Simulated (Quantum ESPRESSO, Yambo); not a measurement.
# Quasiparticle gap of AlN (F-43m) in Yambo, part 2 of 3

Aim: the G0W0 gap of AlN (F-43m) on PBE, step by step.

Quantum ESPRESSO 7.5 and Yambo 5.3.0; PBE and many-body steps on it, plane waves. Known limits of the many-body steps: not at the basis limit; coarse k mesh.

So far. Step 2 (Ground state): The gap is indirect, with the least direct gap 0.87 eV higher. Step 3 (Bands along the symmetry lines): The gap is 3.325 eV, as in the run before at this level.

## 4. Empty states on the mesh, 4×4×4 mesh, 90 bands

Level of this step: DFT, PBE, plane waves, norm-conserving pseudopotentials (Quantum ESPRESSO).

The sums over transitions need many empty states on a uniform mesh; this step solves for them.

Contents of pw.in:

```
&control
  calculation = 'nscf'
  prefix = 'x'
  outdir = 'o'
  pseudo_dir = 'pseudo'
/
&system
  ibrav = 0
  nat = 2
  ntyp = 2
  ecutwfc = 72.0
  nbnd = 90
  force_symmorphic = .true.
/
&electrons
  conv_thr = 1e-9
  electron_maxstep = 80
  diago_full_acc = .true.
  diago_thr_init = 5e-6
/
ATOMIC_SPECIES
  Al 26.982 Al.upf
  N 14.007 N.upf
CELL_PARAMETERS angstrom
  -0.0000000000 2.1839935596 2.1839935596
  2.1839935596 -0.0000000000 2.1839935596
  2.1839935596 2.1839935596 -0.0000000000
ATOMIC_POSITIONS crystal
  Al 0.0000000000 0.0000000000 0.0000000000
  N 0.7500000000 0.7500000000 0.7500000000
K_POINTS automatic
  4 4 4 0 0 0
```

Command:

```
> OMP_NUM_THREADS=1 mpirun -n 8 pw.x -nk 4 -in pw.in > pw.out
```

The log of the run:

```text
[banner, memory and clock lines left out]
Program PWSCF v.7.5 starts

     Atomic positions and unit cell read from directory:
     o/x.save/

     Message from routine setup:
     using ibrav=0 with symmetry is DISCOURAGED, use correct ibrav instead

     bravais-lattice index     =            0
     lattice parameter (alat)  =       5.8367  a.u.
     unit-cell volume          =     140.5985 (a.u.)^3
     number of atoms/cell      =            2
     number of atomic types    =            2
     number of electrons       =         8.00
     number of Kohn-Sham states=           90
     kinetic-energy cutoff     =      72.0000  Ry
     charge density cutoff     =     288.0000  Ry
     Exchange-correlation= PBE
                           (   1   4   3   4   0   0   0)

     celldm(1)=   5.836671  celldm(2)=   0.000000  celldm(3)=   0.000000
     celldm(4)=   0.000000  celldm(5)=   0.000000  celldm(6)=   0.000000

     crystal axes: (cart. coord. in units of alat)
               a(1) = (  -0.000000   0.707107   0.707107 )
               a(2) = (   0.707107  -0.000000   0.707107 )
               a(3) = (   0.707107   0.707107  -0.000000 )

     reciprocal axes: (cart. coord. in units 2 pi/alat)
               b(1) = ( -0.707107  0.707107  0.707107 )
               b(2) = (  0.707107 -0.707107  0.707107 )
               b(3) = (  0.707107  0.707107 -0.707107 )
     Pseudo is Norm-conserving + core correction, Zval =  3.0
     Generated using ONCVPSP code by D. R. Hamann
     Using radial grid of 1876 points,  6 beta functions with:
     Pseudo is Norm-conserving + core correction, Zval =  5.0
     Generated using ONCVPSP code by D. R. Hamann
     Using radial grid of 1058 points,  4 beta functions with:
     Al                3.00    26.98200     Al( 1.00)
     N                 5.00    14.00700     N ( 1.00)

     24 Sym. Ops. (no inversion) found

   Cartesian axes

     site n.     atom                  positions (alat units)
         1        Al     tau(   1) = (   0.0000000   0.0000000   0.0000000  )
         2        N      tau(   2) = (   1.0606602   1.0606602   1.0606602  )

     number of k points=     8
                       cart. coord. in units 2pi/alat
        k(    1) = (   0.0000000   0.0000000   0.0000000), wk =   0.0312500
        k(    2) = (   0.1767767   0.1767767  -0.1767767), wk =   0.2500000
        k(    3) = (  -0.3535534  -0.3535534   0.3535534), wk =   0.1250000
[...]
k(    7) = (  -0.7071068   0.0000000   0.0000000), wk =   0.0937500
        k(    8) = (  -0.7071068   0.3535534   0.0000000), wk =   0.1875000

     Dense  grid:    11575 G-vectors     FFT dimensions: (  32,  32,  32)

     The potential is recalculated from file :
     o/x.save/charge-density

     Starting wfcs are    8 randomized atomic wfcs +   82 random wfcs

     Band Structure Calculation

     End of band structure calculation

          k = 0.0000 0.0000 0.0000 (  1459 PWs)   bands (ev):

    -8.0106   6.9565   6.9565   6.9565  11.1486  19.5460  19.5460  19.5460
    24.7019  24.7019  26.0437  26.0437  26.0437  28.1059  33.0105  41.4952
    41.4952  41.4952  51.7409  51.7409  51.7409  53.4070  53.4070  57.3821
[...]
145.8826 146.6126

          k = 0.1768 0.1768-0.1768 (  1447 PWs)   bands (ev):

[...]
144.3922 145.7997

          k =-0.3536-0.3536 0.3536 (  1458 PWs)   bands (ev):

[...]
122.4964 124.2619 124.2619 125.9924 125.9924 127.1217 130.6384 130.6384
   135.2883 136.2345 139.8957 141.2587 141.2587 142.1307 143.3738 143.3738
   144.1510 144.3249

          k = 0.3536 0.0000 0.0000 (  1475 PWs)   bands (ev):

     [... further k-points ...]

     highest occupied, lowest unoccupied level (ev):     6.9565   10.2814

     XML data file, pseudopotentials, collected wavefunctions
```

The job ended after 1.5 s (8 MPI ranks of Arm Neoverse V2, shared host; peak memory 0.05 GiB).

This step gave:

- gap: 3.325 eV
- k of the valence top: 0, 0, 0
- k of the conduction bottom: 0, -0.5, -0.5
- least direct gap: 4.192 eV
- k points computed: 8
- lowest point of the top converged band, above the valence top: 130.3757 eV

On this mesh the gap is 3.325 eV.

## 5. Conversion and set-up

This step: Yambo 5.3.0; conversion and set-up on PBE, plane waves, norm-conserving pseudopotentials.

The states are converted to the many-body program's format and the q mesh is built.

Command:

```
> (cd o/x.save; p2y > p2y.log; mv SAVE ../..); yambo > setup.log
```

The log of the run:

```text
 Yambo, version 5.3.0

 [02] CORE Variables Setup
 =========================

  [02.01] Unit cells
  ==================

  Cell kind             :  FCC
  Atoms in the cell     :  Al  N
  number of Al atoms    :  1
  number of N  atoms    :  1

  List of atomic masses
  Mass of Al    :  26.98200
  Mass of N     :  14.00700

  List of atomic coordinates    : [cc]
  Al1       :  0.000000  0.000000  0.000000  order 1
  N1       :  6.190725  6.190725  6.190725  order 2

  Alat factors          :  4.127150  4.127150  4.127150 [a.u.]
  Direct lattice volume :  140.5985 [a.u.]
  Direct lattice vectors:  A[ 1 ]  A[ 2 ]  A[ 3 ]
   A[ 1 ]: -0.000000  1.000000  1.000000  [iru]
  -0.000000  4.127150  4.127150  [cc]
   A[ 2 ]:  1.000000 -0.000000  1.000000  [iru]
   4.127150 -0.000000  4.127150  [cc]
   A[ 3 ]:  1.000000  1.000000 -0.000000  [iru]
   4.127150  4.127150 -0.000000  [cc]

  Recip. lattice volume :  1.764245 [a.u.]
  Recip. lattice vectors:  B[ 1 ]  B[ 2 ]  B[ 3 ]
   B[ 1 ]: -0.500000  0.500000  0.500000  [iku]
  -0.761202  0.761202  0.761202  [cc]
   B[ 2 ]:  0.500000 -0.500000  0.500000  [iku]
   0.761202 -0.761202  0.761202  [cc]
   B[ 3 ]:  0.500000  0.500000 -0.500000  [iku]
   0.761202  0.761202 -0.761202  [cc]

  [02.02] Symmetries
  ==================

  Inversion symmetry    : yes
  Spatial inversion     : no
  Inversion index       :  25
  K-space Time-reversal : yes
  Magnetic symmetries   : no
  Time-reversal derived K-space symmetries:   25   48
  Group table correct   : yes
  Symmetries units      :  [cc]

   [S  1]:   1.0000     -0.16624E-17 -0.16624E-17 -0.16624E-17   1.0000      0.16624E-17  0.16624E-17  0.16624E-17   1.0000
   [S  2]:  -1.0000      0.16624E-17 -0.16624E-17  0.16624E-17  -1.0000      0.16624E-17 -0.16624E-17 -0.16624E-17   1.0000
   [S  3]:  -1.0000     -0.16624E-17  0.16624E-17  0.16624E-17   1.0000     -0.16624E-17 -0.16624E-17  0.16624E-17  -1.0000
[...]
[S  9]: -0.16624E-17   1.0000     -0.16624E-17  0.16624E-17 -0.16624E-17   1.0000       1.0000      0.16624E-17  0.16624E-17
   [S 10]: -0.16624E-17  -1.0000      0.16624E-17  0.16624E-17  0.16624E-17  -1.0000       1.0000     -0.16624E-17 -0.16624E-17
     [... 36 further rows ...]
   [S*47]:   1.0000     -0.16624E-17  0.16624E-17 -0.16624E-17  0.16624E-17  -1.0000      0.16624E-17   1.0000     -0.16624E-17
   [S*48]:   1.0000      0.16624E-17 -0.16624E-17 -0.16624E-17 -0.16624E-17   1.0000      0.16624E-17  -1.0000      0.16624E-17

  [02.03] Reciprocal space
  ========================

  nG shells         :  167
  nG charge         :  11575
  nG WFs            :  1905
  nC WFs            :  1475
  G-vecs. in first 16 shells:  [ Number ]
     1    9   15   27   51   59   65   89  113
   137  169  181  229  259  283  307
  ...
  Shell energy in first 16 shells:  [ mHa ]
[...]
K lattice UC volume  :  0.027566 [a.u.]

  IBZ K-points                                      :   8
  BZ  K-points                                      :   64

  K/Q-points units:
  rlu = crystal or reduced units; cc = cartesian coordinates; iku = interal k-units

  K [1]          [rlu]:  0.000000  0.000000  0.000000
         WF components:  1459
  K [2]          [rlu]: -0.52978E-17 -0.52978E-17  0.25000
         WF components:  1447
  K [3]          [rlu]:  0.10596E-16  0.10596E-16 -0.50000
         WF components:  1458
  K [4]          [rlu]:  0.17136E-17  0.25000      0.25000
         WF components:  1475
  K [5]          [rlu]:  0.71862E-17  0.25000     -0.50000
         WF components:  1461
  [... 2 further k-points ...]
  K [8]          [rlu]:  0.250000 -0.500000 -0.250000
         WF components:  1448

  [02.05] Energies & Occupations
  ==============================

  [X] === General ===
  [X] Electronic Temperature                        :  0.000000  0.000000 [eV K]
  [X] Bosonic    Temperature                        :  0.000000  0.000000 [eV K]
  [X] Finite Temperature mode                       : no
  [X] El. density                                   :  0.38398E+24 [cm-3]
  [X] Fermi Level                                   :  6.956541 [eV]

  [X] === Gaps and Widths ===
  [X] Conduction Band Min                           :  3.324859 [eV]
  [X] Valence Band Max                              :  0.000000 [eV]
  [X] Filled Bands                                  :   4
  [X] Empty Bands                                   :    5   90
  [X] Direct Gap                                    :  4.192097 [eV]
  [X] Direct Gap localized at k                     :  1
  [X] Indirect Gap                                  :  3.324859 [eV]
  [X] Indirect Gap between kpts                     :   1   7
  [X] Last valence band width                       :  2.697200 [eV]
  [X] 1st conduction band width                     :  4.489928 [eV]

  E @ K [1]:  [eV]
   -14.967     -0.88758E-10 -0.56524E-10   0.0000       4.1921       12.589       12.589       12.589
  occ @ K [1]
   2.000000  2.000000  2.000000  2.000000  0.000000  0.000000  0.000000  0.000000
  E @ K [2]:  [eV]
  -14.11652  -3.25771  -0.25553  -0.25553   6.45187  10.97736  12.34939  12.34939
  occ @ K [2]
[...]
E @ K [3]:  [eV]
[...]
occ @ K [3]
[...]
E @ K [4]:  [eV]
[...]
occ @ K [4]
[...]
E @ K [5]:  [eV]
[...]
occ @ K [5]
[...]
[... 2 further k-points ...]
  E @ K [8]:  [eV]
  -12.22523  -3.77424  -3.43625  -2.69720   6.04839  11.44788  11.98020  12.16006
  occ @ K [8]
   2.000000  2.000000  2.000000  2.000000  0.000000  0.000000  0.000000  0.000000

 [03] Transferred momenta grid and indexing
 ==========================================

 IBZ Q-points                                      :   8
 BZ  Q-points                                      :   64

 K/Q-points units:
 rlu = crystal or reduced units; cc = cartesian coordinates; iku = interal k-units

 Q [1]          [rlu]:  0.000000  0.000000  0.000000
 Q [2]          [rlu]: -0.52978E-17 -0.52978E-17  0.25000
 Q [3]          [rlu]:  0.10596E-16  0.10596E-16 -0.50000
[...]
Q [7]          [rlu]: -0.39890E-16 -0.50000     -0.50000
 Q [8]          [rlu]:  0.250000 -0.500000 -0.250000

  [03.01] X indexes
  =================

   [03.01.01] Sigma indexes
   ========================

 [06] Game Over & Game summary
```

Wall time 1.8 s (1 MPI rank); peak memory 0.23 GiB.

(Continued in part 3 of 3.)

[Paths, hosts, dates, memory and timing lines, banners, echoed tables and standing remarks are left out of the program output.]

[Logs are printed without paths, hosts, clocks, repeated set-up lines and the standing remarks that a program may print on its own settings, such as how far it seeks lower states.]

[Runs of the session that timed out or met a known fault of the program may be left out.]

[Hosts, paths, dates, database ids (printed as entryN), source tags and the programs' standing remarks are cut or masked in the printed files.]
